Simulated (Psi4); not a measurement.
**doublet [C3H2N2]+ at 4 levels**

Aim: a comparison of 4 runs (UHF/STO-3G, UHF/3-21G, UB3LYP/6-31G*, UHSE06/cc-pVDZ) of doublet [C3H2N2]+. 

The calculation is run with Psi4 1.11.

### Step 1. The system as given

[C3H2N2]+ has 7 atoms, charge +1, and is taken as a doublet. As SMILES of the parent species, `N#CCC#N`. The shape is that of a PBE0-D4/def2-TZVP optimisation. That shape belongs to the parent species and isn't relaxed for this state.

Bond lengths: N1–C2 1.147 Å, C2–C3 1.458 Å, C3–C4 1.458 Å, C4–N5 1.147 Å, C3–H6 1.094 Å, C3–H7 1.094 Å. Angles: N1–C2–C3 178.6°, C2–C3–C4 112.8°, C3–C4–N5 178.6°, C2–C3–H6 109.1°, C2–C3–H7 109.1°, C4–C3–H6 109.1°, C4–C3–H7 109.1°, H6–C3–H7 107.4°.

### Step 2. A single-point energy at UHF/STO-3G (run 1)

File run.py:

```python
import psi4

psi4.set_memory(2200000000)
psi4.set_num_threads(1)
psi4.core.set_output_file('run.log', False)

molecule = psi4.geometry("""
1 2
N     -0.585650    -2.221530     0.657900
C     -0.391150    -1.105540     0.475580
C     -0.162590     0.319800     0.272420
C      0.648110     0.600020    -0.906290
N      1.284310     0.847250    -1.828590
H      0.334090     0.732850     1.155760
H     -1.127130     0.827150     0.173200
symmetry c1
""")

options = {'basis': 'STO-3G', 'reference': 'uhf', 'puream': True, 'e_convergence': 1e-09, 'd_convergence': 1e-08, 'scf_type': 'pk', 'maxiter': 100}
psi4.set_options(options)

result, w = psi4.energy("hf", molecule=molecule, return_wfn=True)
psi4.oeprop(w, "MULLIKEN_CHARGES", "LOWDIN_CHARGES", "DIPOLE")
print('E =', round(result, 9))
```

Command:

```console
$ python run.py
```

run.log:

```text
[...]
  Running in c1 symmetry.
[...]
  Nuclear repulsion =  125.494772489757111
[...]
  Multiplicity = 2
[...]
  Nalpha       = 17
  Nbeta        = 16
[...]
    Number of basis functions: 27
[...]
   @UHF iter   1:  -220.13989398329286   -2.33456e+00   2.35046e-02 DIIS/ADIIS
[...]
   @UHF iter  23:  -220.39285730718495   -5.11591e-13   7.70049e-09 DIIS
[...]
   @S^2 Observed:                9.032313954E-01
[...]
  @UHF Final Energy:  -220.39285730718495
   => Energetics <=
    Nuclear Repulsion Energy =            125.4947724897571106
    One-Electron Energy =                -537.2516701347407206
    Two-Electron Energy =                 191.3640403377986559
    Total Energy =                       -220.3928573071849542
  UHF NO Occupations:
  HONO-2 :   15  A 1.9833294
  HONO-1 :   16  A 1.9605821
[...]
 Multipole Moments:
 ------------------------------------------------------------------------------------
     Multipole            Electronic (a.u.)      Nuclear  (a.u.)        Total (a.u.)
 ------------------------------------------------------------------------------------
 L = 1.  Multiply by 2.5417464519 to convert [e a0] to [Debye]
 Dipole X            :          0.5215791           -1.0318886           -0.5103095
 Dipole Y            :         -1.0261748            2.0298453            1.0036705
 Dipole Z            :         -0.8741518            1.7292235            0.8550717
 Magnitude           :                                                    1.4138309
[...]
```

Standard output:

```text
E = -220.392857307
```

Run time: 2.4 s. Hardware: 1 thread of Intel Xeon Platinum 8259CL at 2.50GHz (Skylake/Cascade Lake), shared host; peak memory 0.18 GiB.

### Step 3. A single-point energy at UHF/3-21G (run 2)

File job.py:

```python
import psi4

psi4.set_memory('2200 MB')
psi4.set_num_threads(1)
psi4.set_output_file('output.dat', False)

mol = psi4.geometry("""
1 2
N     -0.585650    -2.221530     0.657900
C     -0.391150    -1.105540     0.475580
C     -0.162590     0.319800     0.272420
C      0.648110     0.600020    -0.906290
N      1.284310     0.847250    -1.828590
H      0.334090     0.732850     1.155760
H     -1.127130     0.827150     0.173200
symmetry c1
no_reorient
no_com
""")

psi4.set_options({
    'basis': '3-21G',
    'reference': 'uhf',
    'puream': True,
    'e_convergence': 1e-09,
    'd_convergence': 1e-08,
    'scf_type': 'pk',
    'maxiter': 100,
})

e, wfn = psi4.energy('hf', molecule=mol, return_wfn=True)
psi4.oeprop(wfn, 'WIBERG_LOWDIN_INDICES', 'MULLIKEN_CHARGES', 'MAYER_INDICES', title='HF')
print(f'total energy {e:.8f} hartree = {e * 27.211386:.5f} eV')
```

Command:

```console
$ python job.py
```

output.dat:

```text
[...]
  Running in c1 symmetry.
[...]
  Nuclear repulsion =  125.494772489757111
[...]
  Multiplicity = 2
[...]
  Nalpha       = 17
  Nbeta        = 16
[...]
    Number of basis functions: 49
[...]
   @UHF iter   1:  -221.76927914316192   -6.72564e-01   1.02466e-02 ADIIS/DIIS
[...]
   @UHF iter  27:  -221.93881356447255   -1.87583e-12   7.46225e-09 DIIS
[...]
   @S^2 Observed:                8.902247684E-01
[...]
  @UHF Final Energy:  -221.93881356447255
   => Energetics <=
    Nuclear Repulsion Energy =            125.4947724897571106
    One-Electron Energy =                -538.7549328984271142
    Two-Electron Energy =                 191.3213468441974499
    Total Energy =                       -221.9388135644725537
  UHF NO Occupations:
  HONO-2 :   15  A 1.9880298
  HONO-1 :   16  A 1.9586607
[...]
 Multipole Moments:
 ------------------------------------------------------------------------------------
     Multipole            Electronic (a.u.)      Nuclear  (a.u.)        Total (a.u.)
 ------------------------------------------------------------------------------------
 L = 1.  Multiply by 2.5417464519 to convert [e a0] to [Debye]
 Dipole X            :         -9.1201982            8.8133047           -0.3068935
 Dipole Y            :         17.9404809          -17.3368766            0.6036043
 Dipole Z            :         15.2835758          -14.7693624            0.5142134
 Magnitude           :                                                    0.8502572
[...]
```

Standard output:

```text
total energy -221.93881356 hartree = -6039.26272 eV
```

Wall time 2.5 s (1 thread of Intel Xeon Platinum 8259CL at 2.50GHz (Skylake/Cascade Lake), shared host); peak memory 0.19 GiB.

Run 3 isn't shown in full; the table further down has it.

### Step 4. Energy and forces at UHSE06/cc-pVDZ (run 4)

File calc.py:

```python
import psi4

psi4.set_memory(2200000000)
psi4.set_num_threads(1)
psi4.set_output_file('psi4.out', False)

geom = psi4.geometry("""
1 2
N     -0.585650    -2.221530     0.657900
C     -0.391150    -1.105540     0.475580
C     -0.162590     0.319800     0.272420
C      0.648110     0.600020    -0.906290
N      1.284310     0.847250    -1.828590
H      0.334090     0.732850     1.155760
H     -1.127130     0.827150     0.173200
units angstrom
symmetry c1
""")

psi4.set_options({
    'basis': 'cc-pVDZ',
    'reference': 'uks',
    'puream': True,
    'e_convergence': 1e-09,
    'd_convergence': 1e-08,
    'scf_type': 'pk',
    'dft_radial_points': 99,
    'dft_spherical_points': 590,
    'maxiter': 100,
})

e, wfn = psi4.gradient("hse06", return_wfn=True)
psi4.oeprop(wfn, "LOWDIN_CHARGES", "MULLIKEN_CHARGES", "DIPOLE")
print('gradient / Eh bohr^-1')
print(e.np.round(6))
print(f'energy = {wfn.energy():.10f} Eh')
```

Command:

```console
$ python calc.py
```

psi4.out:

```text
[...]
  Running in c1 symmetry.
[...]
  Nuclear repulsion =  125.494772489757111
[...]
  Multiplicity = 2
[...]
  Nalpha       = 17
  Nbeta        = 16
[...]
    Number of basis functions: 80
[...]
   @UKS iter   1:  -224.17853953194989   -1.87855e-01   6.01284e-03 DIIS/ADIIS
[...]
   @UKS iter  16:  -224.29692576533512   -3.29692e-12   5.79642e-09 DIIS
[...]
   @S^2 Observed:                7.586298730E-01
[...]
  @UKS Final Energy:  -224.29692576533512
   => Energetics <=
    Nuclear Repulsion Energy =            125.4947724897571106
    One-Electron Energy =                -541.6228243825325990
    Two-Electron Energy =                 215.1875356025680048
    DFT Exchange-Correlation Energy =     -23.3564094751276450
    Empirical Dispersion Energy =           0.0000000000000000
    VV10 Nonlocal Energy =                  0.0000000000000000
    Total Energy =                       -224.2969257653351178
[...]
  -Total Gradient:
     Atom            X                  Y                   Z
    ------   -----------------  -----------------  -----------------
       1        0.014336612514     0.080957969687    -0.013560684131
       2       -0.013940213545    -0.094551779224     0.011665788075
       3       -0.018522987479     0.036434609252     0.031044498452
       4        0.053667266988     0.016405209241    -0.078232157608
       5       -0.046168379225    -0.018340506100     0.066893890392
       6       -0.003403851413    -0.009883489010    -0.014759110616
       7        0.014024226764    -0.011007605788    -0.003039965021
[...]
```

Standard output:

```text
gradient / Eh bohr^-1
[[ 0.014337  0.080958 -0.013561]
 [-0.01394  -0.094552  0.011666]
 [-0.018523  0.036435  0.031044]
 [ 0.053667  0.016405 -0.078232]
 [-0.046168 -0.018341  0.066894]
 [-0.003404 -0.009883 -0.014759]
 [ 0.014024 -0.011008 -0.00304 ]]
energy = -224.2969257653 Eh
```

Wall time 92 s (1 thread of Intel Xeon Platinum 8259CL at 2.50GHz (Skylake/Cascade Lake), shared host); peak memory 1.2 GiB.

### Step 5. The series

| run | level | Cartesian functions | integration grid | energy (Eh) | HOMO energy (eV) | LUMO energy (eV) | ⟨S²⟩ | wall time |
| --- | --- | --- | --- | --- | --- | --- | --- | --- |
| 1 | UHF/STO-3G | no | – | -220.392857 | -16.78 | -10.93 | 0.903 | 2.4 s |
| 2 | UHF/3-21G | no | – | -221.938814 | -17.58 | -11.76 | 0.890 | 2.5 s |
| 3 | UB3LYP/6-31G* (Cartesian functions) | yes | 99 radial × 590 angular | -224.529947 | -16.26 | -14.74 | 0.756 | 31 s |
| 4 | UHSE06/cc-pVDZ | no | 99 radial × 590 angular | -224.296926 | -16.05 | -14.96 | 0.759 | 92 s |

### Step 6. Outcome

```
                                 quantity          value
                      run 4: total energy  -224.29693 Eh
run 4: HOMO energy (highest over α and β)      -16.05 eV
 run 4: LUMO energy (lowest over α and β)      -14.96 eV
                              run 4: ⟨S²⟩          0.759
          run 4: largest force on an atom     4.951 eV/Å
```

Totals of different functionals can't be ranked against each other. In run 1 the basis is minimal, so the values are rough. Spin contamination of the reference: run 1 ⟨S²⟩ = 0.90, run 2 ⟨S²⟩ = 0.89. All runs together took 2.1 min, the longest 92 s.
